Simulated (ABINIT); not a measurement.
# Cr (Im-3m) in ABINIT: single point with PBEsol

Aim: the single point of Cr with PBEsol.

All numbers are computed with ABINIT 10.8.3 (patched build); they aren't measurements. Logs are shortened: lines on timing, memory, paths and dates and some standing lists are left out, and cuts for length are marked. The log counts tension as positive stress, the text compression.

## Step 1: Starting point

Symmetry: Im-3m, No. 229, cubic system. The conventional cell has a = 2.969 Å, b = 2.969 Å, c = 2.969 Å, α = 90.00°, β = 90.00°, γ = 90.00°. Around Cr (site symmetry m-3m) lie 8 Cr at 2.57 Å.

## Step 2: Single point, PBEsol, collinear spin, ferromagnetic start

Input file run.abi:

```
# Pseudopotentials
pp_dirpath "./"
pseudos "Cr.upf"

# Structure
acell 3*1.0 Angstrom
rprim
    -1.4844496776     1.4844496776     1.4844496776
     1.4844496776    -1.4844496776     1.4844496776
     1.4844496776     1.4844496776    -1.4844496776
ntypat 1
znucl 24
natom 1
typat 1
xred
     0.0000000000     0.0000000000     0.0000000000

# Plane-wave basis
ecut 47.0

# k points
kptopt 1
ngkpt 12 12 12
nshiftk 1
shiftk 0.0 0.0 0.0

# Exchange and correlation
ixc -116133

# Bands and occupations
nband 12
occopt 3
tsmear 0.05 eV

# Spin
nsppol 2
spinat
     0.0000000000     0.0000000000     5.0000000000

# SCF cycle
nstep 100
tolvrs 1.0e-10

# Output
iomode 3
prtwf 0
prtden 0
prteig 0
prtebands 0
enunit 2
```

Potentials or basis: PseudoDojo NC SR PBEsol v0.4.1 standard.

Command:

```sh
abinit run.abi > log 2>&1
```

run.abo:

```text
.Version 10.8.3 of ABINIT
 Symmetries : space group Im -3 m (#229); Bravais cI (body-center cubic)
================================================================================
 Values of the parameters that define the memory need of the present run
     intxc =       0    ionmov =       0      iscf =       7    lmnmax =       6
     lnmax =       6     mgfft =      30  mpssoang =       3    mqgrid =    3001
     natom =       1  nloc_mem =       1    nspden =       2   nspinor =       1
    nsppol =       2      nsym =      48    n1xccc =    2501    ntypat =       1
    occopt =       3   xclevel =       2
       mpw =        1400          nfft =       27000          nkpt =          72
================================================================================
================================================================================

--------------------------------------------------------------------------------
------------- Echo of variables that govern the present computation ------------
--------------------------------------------------------------------------------
 -outvars: echo values of preprocessed input variables --------
            acell      1.8897261259E+00  1.8897261259E+00  1.8897261259E+00 Bohr
              amu      5.19961000E+01
             ecut      4.70000000E+01 Hartree
           enunit           2
                       outvar_i_n : Printing only first  50 k-points.
              ixc     -116133
                       outvar_i_n : Printing only first  50 k-points.
         kptrlatt       12    0    0      0   12    0      0    0   12
          kptrlen      5.83050565E+01
            natom           1
            nband          12
            ngfft          30      30      30
             nkpt          72
           nspden           2
           nsppol           2
            nstep         100
             nsym          48
           ntypat           1
                       prtocc : prtvol=0, do not print more k-points.
                       1.000000  1.000000  1.000000  1.000000  1.000000  1.000000
                       1.000000  0.000000  0.000000  0.000000  0.000000  0.000000
                       1.000000  1.000000  1.000000  1.000000  1.000000  1.000000
                       1.000000  0.000000  0.000000  0.000000  0.000000  0.000000
                       1.000000  1.000000  1.000000  1.000000  1.000000  1.000000
                       1.000000  0.000000  0.000000  0.000000  0.000000  0.000000
[... 92 lines left out ...]
                       1.000000  1.000000  1.000000  1.000000  1.000000  1.000000
                       1.000000  0.000000  0.000000  0.000000  0.000000  0.000000
                       prtocc : prtvol=0, do not print more k-points.
           occopt           3
           prtden           0
        prtebands           0
           prteig           0
            prtwf           0
            rprim     -1.4844496776E+00  1.4844496776E+00  1.4844496776E+00
                       1.4844496776E+00 -1.4844496776E+00  1.4844496776E+00
                       1.4844496776E+00  1.4844496776E+00 -1.4844496776E+00
          spgroup         229
           spinat      0.0000000000E+00  0.0000000000E+00  5.0000000000E+00
           tolvrs      1.00000000E-10
           tsmear      1.83746611E-03 Hartree
            typat      1
                       outvars : Printing only first  50 k-points.
[... 113 lines left out ...]

 cartesian forces (hartree/bohr) at end:
    1     -0.00000000000000    -0.00000000000000    -0.00000000000000
 frms,max,avg= 0.0000000E+00 0.0000000E+00   0.000E+00  0.000E+00  0.000E+00 h/b

 cartesian forces (eV/Angstrom) at end:
    1     -0.00000000000000    -0.00000000000000    -0.00000000000000
 frms,max,avg= 0.0000000E+00 0.0000000E+00   0.000E+00  0.000E+00  0.000E+00 e/A
 length scales=  1.889726125908  1.889726125908  1.889726125908 bohr
              =  1.000000000000  1.000000000000  1.000000000000 angstroms
 Fermi (or HOMO) energy (hartree) =   0.42177   Average Vxc (hartree)=  -0.48986
 Magnetization (Bohr magneton)=  6.45376348E-08
 Total spin up =  6.99999997E+00   Total spin down =  7.00000003E+00
 Eigenvalues (hartree) for nkpt=  72  k points, SPIN UP:
 kpt#   1, nband= 12, wtk=  0.00058, kpt=  0.0000  0.0000  0.0000 (reduced coord)
  -2.21051   -1.14723   -1.14723   -1.14723    0.14808    0.39623    0.39623    0.39623
   0.45956    0.45956    1.20655    1.20655
      occupation numbers for kpt#   1
   1.00000    1.00000    1.00000    1.00000    1.00000    1.00000    1.00000    1.00000
   0.00000    0.00000    0.00000    0.00000
 prteigrs : prtvol=0 or 1, do not print more k-points.

 Eigenvalues (hartree) for nkpt=  72  k points, SPIN DOWN:
 kpt#   1, nband= 12, wtk=  0.00058, kpt=  0.0000  0.0000  0.0000 (reduced coord)
  -2.21051   -1.14723   -1.14723   -1.14723    0.14808    0.39623    0.39623    0.39623
   0.45956    0.45956    1.20655    1.20655
      occupation numbers for kpt#   1
   1.00000    1.00000    1.00000    1.00000    1.00000    1.00000    1.00000    1.00000
   0.00000    0.00000    0.00000    0.00000
 prteigrs : prtvol=0 or 1, do not print more k-points.

 Fermi (or HOMO) energy (eV) =  11.47685   Average Vxc (eV)= -13.32978
 Eigenvalues (   eV  ) for nkpt=  72  k points, SPIN UP:
 kpt#   1, nband= 12, wtk=  0.00058, kpt=  0.0000  0.0000  0.0000 (reduced coord)
 -60.15105  -31.21759  -31.21759  -31.21759    4.02939   10.78202   10.78202   10.78202
  12.50514   12.50514   32.83180   32.83180
 prteigrs : prtvol=0 or 1, do not print more k-points.

 Eigenvalues (   eV  ) for nkpt=  72  k points, SPIN DOWN:
 kpt#   1, nband= 12, wtk=  0.00058, kpt=  0.0000  0.0000  0.0000 (reduced coord)
 -60.15105  -31.21759  -31.21759  -31.21759    4.02939   10.78202   10.78202   10.78202
  12.50514   12.50514   32.83180   32.83180
 prteigrs : prtvol=0 or 1, do not print more k-points.

--- !EnergyTerms
iteration_state     : {dtset: 1, }
comment             : Components of total free energy in Hartree
kinetic             :  3.81573401700311E+01
hartree             :  1.90380225283251E+01
xc                  : -1.29964090720160E+01
Ewald energy        : -6.35684538755965E+01
psp_core            :  2.73550254527774E+00
local_psp           : -6.58496150757612E+01
non_local_psp       : -6.41070758012883E+00
internal            : -8.88943203598686E+01
'-kT*entropy'       : -2.42711443022814E-04
total_energy        : -8.88945630713116E+01
total_energy_eV     : -2.41894429090118E+03
band_energy         : -9.29895284701553E+00
...

 Cartesian components of stress tensor (hartree/bohr^3)
  sigma(1 1)=  1.09945214E-03  sigma(3 2)=  0.00000000E+00
  sigma(2 2)=  1.09945214E-03  sigma(3 1)=  0.00000000E+00
  sigma(3 3)=  1.09945214E-03  sigma(2 1)=  0.00000000E+00

-Cartesian components of stress tensor (GPa)         [Pressure= -3.2347E+01 GPa]
- sigma(1 1)=  3.23469987E+01  sigma(3 2)=  0.00000000E+00
- sigma(2 2)=  3.23469987E+01  sigma(3 1)=  0.00000000E+00
- sigma(3 3)=  3.23469987E+01  sigma(2 1)=  0.00000000E+00

== END DATASET(S) ==============================================================
================================================================================

 -outvars: echo values of variables after computation  --------
            acell      1.8897261259E+00  1.8897261259E+00  1.8897261259E+00 Bohr
           etotal     -8.8894563071E+01
            fcart     -0.0000000000E+00 -0.0000000000E+00 -0.0000000000E+00
            rprim     -1.4844496776E+00  1.4844496776E+00  1.4844496776E+00
                       1.4844496776E+00 -1.4844496776E+00  1.4844496776E+00
                       1.4844496776E+00  1.4844496776E+00 -1.4844496776E+00
           strten      1.0994521402E-03  1.0994521402E-03  1.0994521402E-03
                       0.0000000000E+00  0.0000000000E+00  0.0000000000E+00
 Calculation completed.
```

Wall time 59 s (1 thread of Arm Neoverse V2, shared host); peak memory 0.1 GiB.

What came out:

```yaml
Free_energy: -2418.9443 eV
Pressure: -32.3 GPa
Band_gap_on_the_k_mesh: none (metal or under the smearing width)
Net_moment: 0.00 μB per cell
Valence_electrons_inside_the_program's_atomic_spheres: Cr 11.73 (radii [1.0584] Å)
```

Levels at points of the mesh, in eV from the Fermi level:
Spin up:
| k point | band 3 | band 4 | band 5 | band 6 | band 7 | band 8 | band 9 | band 10 | band 11 | band 12 |
| --- | --- | --- | --- | --- | --- | --- | --- | --- | --- | --- |
| (0.00, 0.00, 0.00) | -42.69 | -42.69 | -7.45 | -0.69 | -0.69 | -0.69 | 1.03 | 1.03 | 21.35 | 21.35 |
| (0.50, 0.00, 0.00) | -42.90 | -42.70 | -3.86 | -2.02 | 0.82 | 1.02 | 1.30 | 2.52 | 8.57 | 16.16 |
| (0.50, 0.50, 0.50) | -43.13 | -43.13 | -3.62 | -3.62 | 2.18 | 2.18 | 2.18 | 9.48 | 9.48 | 9.48 |
Spin down:
```tsv
k point	band 3	band 4	band 5	band 6	band 7	band 8	band 9	band 10	band 11	band 12
(0.00, 0.00, 0.00)	-42.69	-42.69	-7.45	-0.69	-0.69	-0.69	1.03	1.03	21.35	21.35
(0.50, 0.00, 0.00)	-42.90	-42.70	-3.86	-2.02	0.82	1.02	1.30	2.52	8.57	16.16
(0.50, 0.50, 0.50)	-43.13	-43.13	-3.62	-3.62	2.18	2.18	2.18	9.48	9.48	9.48
```

Caveat: the starting moments collapsed, and a magnetic state may lie lower; a pressure of tens of GPa on the cell as given is suspect, and the run, the potentials or the cell itself is likely at fault.

## Step 3: The reference run

An earlier run on the cell as given: functional PBEsol; potentials or basis PseudoDojo NC SR PBEsol v0.4.1 standard; cutoff 1279 eV; k mesh 12 × 12 × 12; occupations fermi-dirac, width 0.05 eV; collinear spin, ferromagnetic start; starting moments [3.0] μB.

- Pressure: -32.3 GPa
- Band gap on the k mesh: none (metal or under the smearing width)
- Net moment: 0.00 μB per cell
- Valence electrons inside the program's atomic spheres: Cr 11.73 (radii [1.0584] Å)
